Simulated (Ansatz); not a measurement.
Cell and atoms are relaxed with the symmetry kept. Start:

```
CELL_PARAMETERS angstrom
0.00000 1.91500 1.91500
1.91500 0.00000 1.91500
1.91500 1.91500 0.00000
ATOMIC_POSITIONS crystal
Ru 0.00000 0.00000 0.00000
```

Method: Ansatz, DFT PBE, scalar-relativistic, plane waves, PAW.

Settings: cutoff 420 eV, Γ-centred mesh 18×18×18 on the computed 1-atom cell, Gaussian smearing of 0.10 eV; no spin polarisation.

Q: What does it relax to?

A: The volume goes down by 0.22 Å³/atom to 13.83 Å³/atom, and the energy falls by 3.1 meV/atom. Final structure:
```
Ru
1.0
     0.00000    1.90508    1.90508
     1.90508    0.00000    1.90508
     1.90508    1.90508    0.00000
Ru
1
Direct
  0.00000 0.00000 0.00000
```

This fcc form isn't the element's structure at ambient conditions.

Cost: 1 run of about 0.2 core-minutes, on Arm Neoverse V1 (shared hosts).